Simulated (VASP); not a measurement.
Here is a VASP 6.6.1 calculation.

INCAR

```
  PREC = Accurate
  ENCUT = 520
  EDIFF = 1E-6
  ISMEAR = 0
  SIGMA = 0.01
  LREAL = F
  LASPH = T
  NELM = 100
  ALGO = Normal
  ISIF = 2
  LWAVE = F
  LCHARG = T
  GGA = CA
  LELF = T
  LVHAR = T
  NBANDS = 11
```

Contents of KPOINTS:

```
Automatic mesh
0
Gamma
  7 7 5
```

POSCAR

```
BN
1.0
    2.5080410000      0.0000000000      0.0000000000
   -1.2467110000      2.1762310000      0.0000000000
   -0.6306650000     -1.0881160000      3.0225400000
B N
1 1
Direct
    0.9796430000      0.9834990000      0.0018060000
    0.6685060000      0.3323850000      0.9849990000
```

Potentials or basis: VASP PAW LDA potentials, release 64 (B, N).

Launch:

```console
$ cat potpaw_LDA.64/B/POTCAR potpaw_LDA.64/N/POTCAR > POTCAR
$ mpirun -np 1 vasp_std > vasp.out
```

Predict the pressure.

-3.5 GPa.

What does it give for the largest force?

2.699 eV/Å.

What does it give for the band gap on the k mesh?

2.99 eV, indirect (least direct gap 4.70 eV).

Forces in eV/Å, atoms in the order of the input:
```
B    1.640  2.054 -0.616
N   -1.640 -2.054  0.616
```

Caveat: the k mesh is coarse (spacing up to 0.44 Å⁻¹), so the values aren't converged; an odd mesh through Γ misses points on the zone boundary, where band edges often lie; forces of over 1 eV/Å show positions far from the minimum, so gaps and moduli don't describe the material at rest.
